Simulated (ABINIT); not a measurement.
Zr:

```xyz
2
Lattice="3.2320 0.0000 0.0000 -1.6160 2.7990 0.0000 0.0000 0.0000 5.1470" Properties=species:S:1:pos:R:3 pbc="T T T"
Zr    1.6160    0.9330    3.8603
Zr    0.0000    1.8660    1.2868
```

Base run:

```yaml
Program: ABINIT 10.8.3 (patched build)
Functional: revPBE
Potentials_or_basis: JTH PAW PBE v2.0
Cutoff: 463 eV
k_mesh: 9 × 9 × 5
Occupations: fermi-dirac, width 0.05 eV
Spin: no spin polarisation
```

Its results: band gap on the k mesh none (metal or under the smearing width); pressure 2.0 GPa.

Question: After a change of settings the same cell gave: band gap on the k mesh none (metal or under the smearing width); pressure -3.1 GPa. Which change was it?
A. functional from revPBE to BLYP
B. functional from revPBE to PBE; k mesh from 9 × 9 × 5 to 7 × 7 × 4
C. functional from revPBE to WC
D. functional from revPBE to BP86

Answer: C.

WC binds more tightly than revPBE, so the same cell stands under less pressure.

Caveats: the PAW data sets were made with another functional, which shifts forces and pressure a little.

Not every run made on this cell is shown here.
